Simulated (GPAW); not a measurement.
CuI (Marshite):

```
I Cu
1.0
     0.00000    3.03150    3.03150
     3.03150    0.00000    3.03150
     3.03150    3.03150    0.00000
I Cu
1 1
Direct
  0.00000 0.00000 0.00000
  0.75000 0.75000 0.75000
```

* Program: GPAW 26.7.0
* Task: relaxation of cell and atoms
* Functional: PBEsol
* Dispersion: D3
* Potentials or basis: PAW data sets generated in the run's folder for this functional
* Cutoff: 600 eV
* Basis: pw
* k mesh: 8 × 8 × 8
* Occupations: fermi-dirac, width 0.05 eV
* Spin: no spin polarisation

At the start: pressure -3.5 GPa; volume 27.86 Å³/atom.

Q: Where does the relaxation end?

A: Over 4 steps the energy falls by 24.4 meV/atom and the volume is 25.78 Å³/atom (-7.5 %); space group F-43m (No. 216, to 0.05 Å).

Step by step:
```csv
step,energy change (eV),largest force (eV/Å),pressure (GPa),volume (Å³)
1,0.0000,0.0000,-3.52,55.72
2,-0.0147,0.0000,-3.04,54.99
3,-0.0478,0.0000,0.54,51.00
4,-0.0489,0.0000,-0.06,51.55
```

Final structure:
```cif
data_structure
_symmetry_space_group_name_H-M 'P 1'
_symmetry_Int_Tables_number 1
_cell_length_a 4.1775
_cell_length_b 4.1775
_cell_length_c 4.1775
_cell_angle_alpha 60.000
_cell_angle_beta 60.000
_cell_angle_gamma 60.000
_cell_volume 51.55
loop_
_atom_site_label
_atom_site_type_symbol
_atom_site_fract_x
_atom_site_fract_y
_atom_site_fract_z
_atom_site_occupancy
I1 I 0.00000 0.00000 0.00000 1
Cu1 Cu 0.75000 0.75000 0.75000 1
```

Caveat: with this Cu data set, volumes or pressures lay over 1.5 % or 2 GPa off other programs in two to four cells of ten; later steps reuse the first step's grids.
